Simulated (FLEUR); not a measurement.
Crystal: Sn.

```
Sn
1.0
    -2.94014    2.94014    1.59930
     2.94014   -2.94014    1.59930
     2.94014    2.94014   -1.59930
Sn
2
Direct
  0.00000 0.00000 0.00000
  0.75000 0.25000 0.50000
```

| Item | Value |
| --- | --- |
| Program | FLEUR MaX-R8.1 (later development tree) |
| Task | single point |
| Functional | PBEsol |
| Potentials or basis | all-electron |
| Basis | FLAPW |
| Kmax | 4.1 1/bohr |
| k mesh | 9 × 9 × 9 |
| Occupations | fermi-dirac, width 0.05 eV |
| Spin | no spin polarisation |
| Gmax | 12.7 1/bohr |
| Muffin-tin radii | Sn 2.59 bohr |
| lmax | Sn 10 |
| lnonsphr | Sn 10 |
| Local orbitals a species | Sn 5 |
| Max iterations | 60 |
| Mixing factor | 0.05 |
| Mixer | Anderson |
| Mixer history | 15 |

On this cell: largest force under 0.003 eV/Å; band gap on the k mesh none (metal or under the smearing width).

The same run follows on a disturbed copy (atoms moved at random, drawn with an rms of 0.05 Å):

```xyz
2
Lattice="-2.9401 2.9401 1.5993 2.9401 -2.9401 1.5993 2.9401 2.9401 -1.5993" Properties=species:S:1:pos:R:3 pbc="T T T"
Sn   -0.0709   -0.0015    0.0234
Sn   -0.0164    2.9513    0.7910
```

Q: What does the disturbed cell give?

A: The energy (extrapolated to zero smearing) moves by +2.5 meV/atom; largest force 0.178 eV/Å; band gap on the k mesh none (metal or under the smearing width).

Forces in eV/Å, atoms in the order of the input:
```
Sn   0.172  0.045 -0.006
Sn  -0.172 -0.045  0.006
```
